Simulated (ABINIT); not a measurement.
# AgBr (Fm-3m): G0W0 in ABINIT against the screening cutoff in the self-energy, part 2 of 2

Wanted: the cheapest screening cutoff in the self-energy that holds the gap of AgBr (Fm-3m).

ABINIT 10.8.3; PBE and many-body steps on it, plane waves. Known limits of the many-body steps: not at the basis limit; d shell near the gap, gap tends to lie low; no spin-orbit coupling; coarse k mesh.

So far. Step 2 (Screening, 4×4×4 mesh, 316 bands, screening to 272.1 eV): Local fields lower ε∞ by 8 %. On a Γ-centred mesh this coarse the value itself is usually too large, while a short band sum pulls it down. Step 5 (3.5 Ha): The gap on the mesh goes from 0.67 eV to 1.67 eV, a correction of +1.00 eV.

The database entry behind the starting cell differs from later determinations by our own check (about 0.6 % short of the room-temperature cell), so it need not match the best structure at ambient conditions.

**6. 5 Ha**

Level of this step: G0W0 on PBE, plane waves, norm-conserving pseudopotentials (ABINIT).

Input file run.abi:

```
acell 3*1.0 Angstrom
rprim 
  -0.000000000000 2.870150000000 2.870150000000
  2.870150000000 0.000000000000 2.870150000000
  2.870150000000 2.870150000000 0.000000000000
ntypat 2
znucl 47 35
natom 2
typat 1 2
xred 
  0.000000000000 0.000000000000 0.000000000000
  0.500000000000 0.500000000000 0.500000000000
pp_dirpath "pseudos"
pseudos "Ag.upf, Br.upf"
ecut 37
ngkpt 4 4 4
nshiftk 1
shiftk 0 0 0
kptopt 1
chksymbreak 0
istwfk *1
occopt 1
irdwfk 1
optdriver 4
nband 316
gwcalctyp 0
ecutsigx 37
symsigma 1
nkptgw 2
kptgw 
  0.5000000000 0.0000000000 0.0000000000
  0.0000000000 0.0000000000 0.0000000000
bdgw 
  12 15
  11 17
ecuteps 5
irdscr 1
ppmodel 1
indata_prefix "in"
outdata_prefix "out"
tmpdata_prefix "tmp"
```

On the command line:

```bash
OMP_NUM_THREADS=1 mpirun -n 8 abinit run.abi > log
```

Output:

```text
.Version 10.8.3 of ABINIT. v10.8.2 released Aug 2026.

 Symmetries : space group Fm -3 m (#225); Bravais cF (face-center cubic)
[... echo of the input left out ...]
== DATASET  1 ==================================================================
-   mpi_nproc: 8, omp_nthreads: 1 (-1 if OMP is not activated)

--- !DatasetInfo
iteration_state: {dtset: 1, }
dimensions: {natom: 2, nkpt: 8, mband: 316, nsppol: 1, nspinor: 1, nspden: 1, mpw: 3479, }
cutoff_energies: {ecut:  37.0, pawecutdg:  -1.0, }
[...]
Band     E0 <VxcDFT>   SigX SigC(E0)      Z dSigC/dE  Sig(E)    E-E0       E
[...]
16  14.829 -11.431  -6.553  -4.498   0.819  -0.221 -11.120   0.310  15.139
       17  14.829 -11.431  -6.553  -4.498   0.819  -0.221 -11.120   0.310  15.139

== END DATASET(S) ==============================================================
================================================================================

 -outvars: echo values of variables after computation  --------
           etotal      0.0000000000E+00
            nband         316
             nkpt           8
          spgroup         225
 [... the other variables as echoed above ...]

 Calculation completed.
```

Wall time 10 s (8 MPI ranks of AMD EPYC 7R43, shared host); peak memory 2.1 GiB.

Numbers from this step:

```
G0W0 gap on the points computed              : 1.688 eV
starting gap on the mesh                     : 0.6721 eV
k of the valence top                         : 0.5, 0, 0
k of the conduction bottom                   : 0, 0, 0
least direct G0W0 gap on the computed points : 3.775 eV
```

Against the run before, the gap moves by +0.016 eV.

**7. 7.5 Ha**

Edit run.abi of step 6 so:

```diff
@@ -35,3 +35,3 @@
   11 17
-ecuteps 5
+ecuteps 7.5
 irdscr 1
```

Output:

```text
.Version 10.8.3 of ABINIT. v10.8.2 released Aug 2026.

 Symmetries : space group Fm -3 m (#225); Bravais cF (face-center cubic)
[... echo of the input left out ...]
== DATASET  1 ==================================================================
-   mpi_nproc: 8, omp_nthreads: 1 (-1 if OMP is not activated)

--- !DatasetInfo
iteration_state: {dtset: 1, }
dimensions: {natom: 2, nkpt: 8, mband: 316, nsppol: 1, nspinor: 1, nspden: 1, mpw: 3479, }
cutoff_energies: {ecut:  37.0, pawecutdg:  -1.0, }
[...]
Band     E0 <VxcDFT>   SigX SigC(E0)      Z dSigC/dE  Sig(E)    E-E0       E
[...]
16  14.829 -11.431  -6.553  -4.498   0.818  -0.222 -11.120   0.311  15.139
       17  14.829 -11.431  -6.553  -4.498   0.818  -0.222 -11.120   0.311  15.139

== END DATASET(S) ==============================================================
================================================================================

 -outvars: echo values of variables after computation  --------
           etotal      0.0000000000E+00
            nband         316
             nkpt           8
          spgroup         225
 [... the other variables as echoed above ...]

 Calculation completed.
```

Wall time 26 s (8 MPI ranks); peak memory 2.7 GiB; 3.5 min of CPU time.

This step gave:

```
G0W0 gap on the points computed              : 1.721 eV
starting gap on the mesh                     : 0.6721 eV
k of the valence top                         : 0.5, 0, 0
k of the conduction bottom                   : 0, 0, 0
least direct G0W0 gap on the computed points : 3.838 eV
```

Against the run before, the gap moves by +0.033 eV.

**8. 10 Ha**

Edit run.abi of step 7 so:

```diff
@@ -35,3 +35,3 @@
   11 17
-ecuteps 7.5
+ecuteps 10
 irdscr 1
```

Output:

```text
.Version 10.8.3 of ABINIT. v10.8.2 released Aug 2026.

 Symmetries : space group Fm -3 m (#225); Bravais cF (face-center cubic)
[... echo of the input left out ...]
== DATASET  1 ==================================================================
-   mpi_nproc: 8, omp_nthreads: 1 (-1 if OMP is not activated)

--- !DatasetInfo
iteration_state: {dtset: 1, }
dimensions: {natom: 2, nkpt: 8, mband: 316, nsppol: 1, nspinor: 1, nspden: 1, mpw: 3479, }
cutoff_energies: {ecut:  37.0, pawecutdg:  -1.0, }
[...]
Band     E0 <VxcDFT>   SigX SigC(E0)      Z dSigC/dE  Sig(E)    E-E0       E
[...]
16  14.829 -11.431  -6.553  -4.493   0.818  -0.222 -11.117   0.314  15.143
       17  14.829 -11.431  -6.553  -4.493   0.818  -0.222 -11.117   0.314  15.143

== END DATASET(S) ==============================================================
================================================================================

 -outvars: echo values of variables after computation  --------
           etotal      0.0000000000E+00
            nband         316
             nkpt           8
          spgroup         225
 [... the other variables as echoed above ...]

 Calculation completed.
```

The job ended after 62 s (8 MPI ranks; peak memory 3.4 GiB).

This step gave:

* G0W0 gap on the points computed: 1.744 eV
* starting gap on the mesh: 0.6721 eV
* k of the valence top: 0.5, 0, 0
* k of the conduction bottom: 0, 0, 0
* least direct G0W0 gap on the computed points: 3.87 eV

Against the run before, the gap moves by +0.023 eV.

**9. The runs together**

Times are wall times on 8 MPI ranks of AMD EPYC 7R43, shared host, good to a factor of about two. A run's time includes the screening step that it read.

```csv
run,mesh,bands,screening cutoff (eV),DFT gap (eV),gap on the mesh (eV),direct (eV),ε∞ used,time
1 Ha,4×4×4,316,27.2,0.672,1.971,3.539,6.81,77 s
2 Ha,4×4×4,316,54.4,0.672,1.677,3.588,6.81,77 s
3.5 Ha,4×4×4,316,95.2,0.672,1.672,3.724,6.81,80 s
5 Ha,4×4×4,316,136.1,0.672,1.688,3.775,6.81,83 s
7.5 Ha,4×4×4,316,204.1,0.672,1.721,3.838,6.81,99 s
10 Ha,4×4×4,316,272.1,0.672,1.744,3.870,6.81,2.3 min
```

**10. Results**

| Quantity | Value |
| --- | --- |
| 1 Ha | 1.971 eV |
| 2 Ha | 1.677 eV |
| 3.5 Ha | 1.672 eV |
| 5 Ha | 1.688 eV |
| 7.5 Ha | 1.721 eV |
| 10 Ha | 1.744 eV |
| known limits | not at the basis limit; d shell near the gap, gap tends to lie low; no spin-orbit coupling; coarse k mesh |

In words: The setting moved: screening cutoff in the self-energy. From 1 Ha to 10 Ha the gap moves by −0.23 eV, not steadily: it passes through 1.67 eV. The last step still moves it by +0.023 eV. Bands and screening cutoff are coupled, so a series along one setting does not show full convergence. Bands and cutoff are finite, so the gap is not at the basis limit. The miss can reach some tenths of an eV and take either sign; the mesh is an error of its own. In the G0W0 runs levels were corrected at 2 k points alone, so a gap called «on the mesh» is the least over those, and an edge elsewhere would be missed. The 4×4×4 mesh is coarse for this cell, which bears on the long-range parts of exchange and screening. A d shell, filled or nearly so, lies near the gap. One-shot GW converges very slowly in bands there, not always from below, and on a semilocal start the gap tends to come out low; starts rich in exact exchange can overshoot instead. The many-body steps are scalar-relativistic: spin-orbit coupling is not in them.

[Paths, hosts, dates, memory and timing lines, banners, echoed tables and standing remarks are left out of the program output.]

[Logs are printed without paths, hosts, clocks, repeated set-up lines and the standing remarks that a program may print on its own settings, such as how far it seeks lower states.]

[Runs of the session that timed out or met a known fault of the program may be left out.]

[Hosts, paths, dates, database ids (printed as entryN), source tags and the programs' standing remarks are cut or masked in the printed files.]

[G0W0 gaps are taken among the corrected bands and points alone; a level outside them can change the order at an edge.]

[Where Ansatz stands beside ABINIT at settings called matched, ABINIT's density can come from a denser mesh and the files from another edition; pairs whose starting gaps differed by over 0.03 eV were left out, so agreement reads better than it is.]
